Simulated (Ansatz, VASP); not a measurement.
**InAs3: VASP beside Ansatz**

File INCAR:

```
SYSTEM = InAs3
  ALGO = Normal
  EDIFF = 1E-6
  EDIFFG = -0.01
  ENCUT = 600
  GGA = PE
  IBRION = 2
  ISIF = 3
  ISMEAR = 0
  LASPH = .TRUE.
  LCHARG = .FALSE.
  LREAL = .FALSE.
  LWAVE = .FALSE.
  NELM = 100
  NSW = 100
  PREC = Accurate
  SIGMA = 0.1
```

Contents of KPOINTS:

```
k-points
0
G
  12 12 12
  0 0 0
```

POSCAR

```
InAs3
1.0
   -2.8013507262      2.8013507262      2.8013507262
    2.8013507262     -2.8013507262      2.8013507262
    2.8013507262      2.8013507262     -2.8013507262
In As
1 3
Direct
    0.0000000000      0.0000000000      0.0000000000
    0.0000000000      0.5000000000      0.5000000000
    0.5000000000      0.0000000000      0.5000000000
    0.5000000000      0.5000000000      0.0000000000
```

Input for Ansatz:

```yaml
crystal:
  lattice:
    - [-2.8013507262, 2.8013507262, 2.8013507262]
    - [2.8013507262, -2.8013507262, 2.8013507262]
    - [2.8013507262, 2.8013507262, -2.8013507262]
  atoms:
    - { symbol: In, position: [0.0, 0.0, 0.0] }
    - { symbol: As, position: [0.0, 0.5, 0.5] }
    - { symbol: As, position: [0.5, 0.0, 0.5] }
    - { symbol: As, position: [0.5, 0.5, 0.0] }
basis:
  ecutwfc: 420
kpoints:
  mp_grid: { grid: [12, 12, 12] }
hamiltonian:
  xc: pbe
scf:
  occupations: { method: gaussian, width: 0.1 }
output:
  forces: true
  stress: true
  eigenvalues: true
relax:
  adjacent_minimum: "off"
  f_tol: 0.01
  max_steps: 80
  cell: { stress_tol: 0.05 }
```

Alike in both runs: task relaxation of cell and atoms; functional PBE; k mesh 12 × 12 × 12; occupations gaussian, width 0.1 eV; no spin polarisation.

|  | VASP | Ansatz |
| --- | --- | --- |
| version | VASP 6.6.1 | Ansatz 0.2.0 |
| potentials or method | VASP PAW PBE potentials, release 64 (In_d, As) | scalar-relativistic, plane waves, PAW |
| plane-wave cutoff (eV) | 600 | 420 |
| valence electrons in the cell | 28 | 58 |

Ansatz gave:

```
gap on the k mesh at the Fermi level, each at its own relaxed structure (eV) : none
relaxed volume (Å³/atom)                                                     : 22.12
relaxed cell length with the largest relative difference (Å)                 : 4.862
```

Task: What did VASP give for the same quantities?

Result: gap on the k mesh at the Fermi level, each at its own relaxed structure (eV): none; relaxed volume (Å³/atom): 22.15; relaxed cell length with the largest relative difference (Å): 4.864.

A gap of «none» marks a metal or a gap that the smearing closes. The two sets of potentials don't hold the same shells in valence.
